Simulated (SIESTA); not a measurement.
Crystal: As.

```
As
1.0
     1.88080    1.08588    3.51406
    -1.88080    1.08588    3.51406
     0.00000   -2.17176    3.51406
As
2
Direct
  0.22600 0.22600 0.22600
  0.77400 0.77400 0.77400
```

* Program: SIESTA 5.4.2
* Task: single point
* Functional: PBE
* Potentials or basis: PseudoDojo 0.4 standard (PBE files)
* Basis: DZP (energy shift 0.002 Ry)
* Grid cutoff: 500 Ry
* Energy shift: 0.002 Ry
* k mesh: 9 × 9 × 9
* Occupations: fermi-dirac, width 0.05 eV
* Spin: no spin polarisation

On this cell: pressure 8.5 GPa; largest force 0.993 eV/Å; band gap on the k mesh none (metal or under the smearing width).

The same run follows on a disturbed copy (atoms moved at random, drawn with an rms of 0.05 Å):

```
CELL_PARAMETERS angstrom
1.88080 1.08588 3.51406
-1.88080 1.08588 3.51406
0.00000 -2.17176 3.51406
ATOMIC_POSITIONS crystal
As 0.21182 0.22474 0.23282
As 0.77552 0.77550 0.76813
```

What does the disturbed cell give?

The energy (extrapolated to zero smearing) moves by +16.1 meV/atom; pressure 9.2 GPa; largest force 1.271 eV/Å; band gap on the k mesh none (metal or under the smearing width).

Forces in eV/Å, atoms in the order of the input:
```
As   0.156  0.336  1.216
As  -0.156 -0.336 -1.216
```

Stress tensor (GPa, compression positive):
```
 9.52 -0.44  0.77
-0.44 11.27  1.50
 0.77  1.50  6.86
```

Caveats: semicore shells carry a single zeta, which can move pressures by several GPa and volumes by a few percent; the basis of atomic orbitals isn't converged, which shifts pressures, moduli and gaps.
